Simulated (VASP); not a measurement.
SrO in VASP 6.6.1, single-point calculation

INCAR

```
IVDW = 10
GGA = RP
SIGMA = 0.02
ISIF = 2
LREAL = .FALSE.
PREC = Accurate
NBANDS = 15
ISPIN = 2
LCHARG = .FALSE.
ISMEAR = -1
LASPH = .TRUE.
EDIFF = 1E-7
IBRION = -1
NSW = 0
LWAVE = .FALSE.
MAGMOM = -3 -3
NELM = 80
ENCUT = 520
```

KPOINTS

```
KPOINTS created by Atomic Simulation Environment
0
Gamma
8 8 8
0 0 0
```

POSCAR

```
Sr O
 1.0000000000000000
     0.0000000000000000    2.4766966328000000    2.4766966328000000
     2.4766966328000000    0.0000000000000000    2.4766966328000000
     2.4766966328000000    2.4766966328000000    0.0000000000000000
 Sr  O
   1   1
Cartesian
  0.0000000000000000  0.0000000000000000  0.0000000000000000
  2.4766966328000000  2.4766966328000000  2.4766966328000000
```

The recommended PBE PAW datasets give the neutral cell 16 valence electrons.

Command

```
mpirun -np 1 vasp_std
```

Problem. Predict the outcome of this run.

Solution. VASP stopped before the first electronic step.

Standard output (part)

```
POSCAR found type information on POSCAR SrO
 POSCAR found :  2 types and       2 ions
|     EEEEEEE  RRRRRR   RRRRRR   OOOOOOO  RRRRRR      ###     ###     ###     |
|     E        R     R  R     R  O     O  R     R     ###     ###     ###     |
|     E        R     R  R     R  O     O  R     R     ###     ###     ###     |
|     EEEEE    RRRRRR   RRRRRR   O     O  RRRRRR       #       #       #      |
|     E        R    R   R    R   O     O  R    R      ###     ###     ###     |
|     EEEEEEE  R     R  R     R  OOOOOOO  R     R     ###     ###     ###     |
|     vdw_forces_G: ERROR unsupported xc-functional:                          |
|      please define parameter VDW_S6 for this functional                     |
|       ---->  I REFUSE TO CONTINUE WITH THIS SICK JOB ... BYE!!! <----       |
```
